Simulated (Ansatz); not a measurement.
## SnO2, space group P6_3/mmc: a convergence test of the plane-wave cutoff

Program: Ansatz 0.2.0, Python API.

The script, `sno2_ecut.py`:
```python
'''Cutoff test for SnO2.'''

import ansatz
from tabulate import tabulate


def main() -> None:
    lattice = ansatz.Lattice.of(
        (3.230576, 0.0, 0.0),
        (-1.615288, 2.797761, 0.0),
        (0.0, 0.0, 10.790562),
    )
    sites = [
        ('Sn', (0.0, 0.0, 0.5)),
        ('Sn', (0.0, 0.0, 0.0)),
        ('O', (2 / 3, 1 / 3, 0.405862)),
        ('O', (2 / 3, 1 / 3, 0.094138)),
        ('O', (1 / 3, 2 / 3, 0.594138)),
        ('O', (1 / 3, 2 / 3, 0.905862)),
    ]
    xtal = ansatz.Crystal(lattice=lattice)
    for symbol, position in sites:
        xtal = xtal.atom(symbol, position)

    calculation = xtal.calculation()
    calculation = calculation.functional('PBEsol')
    calculation = calculation.kpoints(12, 12, 2, center='gamma')
    calculation = calculation.occupations(ansatz.OccupationsMethod.FIXED)
    calculation = calculation.scf(max_iterations=50)

    rows = []
    for value in [250, 300, 350, 400]:
        report = calculation.basis(value).run().report
        rows.append((value, report['free_energy_ev'] / len(report['lattice']['sites']), report['n_iterations'], report['n_pw']))

    print(tabulate(rows, headers=['cutoff (eV)', 'F/atom (eV)', 'iterations', 'plane waves'], floatfmt='.4f', tablefmt='github'))

    # the last row is the reference
    for row in rows[:-1]:
        shift = 1000 * (row[1] - rows[-1][1])
        print(f'{row[0]}: {shift:+.2f} meV/atom' + ('  (within 5 meV)' if abs(shift) < 5 else ''))


if __name__ == '__main__':
    main()
```

```console
$ python sno2_ecut.py
DeckWarning: basis.ecutwfc = 250 eV is below the records' recommended 420 eV, and the density's cutoff is lower with it unless basis.ecutrho_ratio is high enough to keep the records' density cutoff: compare with a run at a higher cutoff
DeckWarning: basis.ecutwfc = 300 eV is below the records' recommended 420 eV, and the density's cutoff is lower with it unless basis.ecutrho_ratio is high enough to keep the records' density cutoff: compare with a run at a higher cutoff
DeckWarning: basis.ecutwfc = 350 eV is below the records' recommended 420 eV, and the density's cutoff is lower with it unless basis.ecutrho_ratio is high enough to keep the records' density cutoff: compare with a run at a higher cutoff
DeckWarning: basis.ecutwfc = 400 eV is below the records' recommended 420 eV, and the density's cutoff is lower with it unless basis.ecutrho_ratio is high enough to keep the records' density cutoff: compare with a run at a higher cutoff
|   cutoff (eV) |   F/atom (eV) |   iterations |   plane waves |
|---------------|---------------|--------------|---------------|
|           250 |    -2355.6294 |            7 |           849 |
|           300 |    -2356.6745 |            7 |          1165 |
|           350 |    -2356.9204 |            6 |          1413 |
|           400 |    -2356.9793 |            6 |          1763 |
250: +1349.86 meV/atom
300: +304.77 meV/atom
350: +58.91 meV/atom
```
(Warnings from the package without file and line.)

Notes:
- This cell is a computed structure, which may not be the phase found in nature.
- Shifts are counted from the last row, which is itself no proven limit.
- Run time: 13 s on 1 thread of Arm Neoverse V2, with other jobs on the host, peak memory 0.37 GiB.
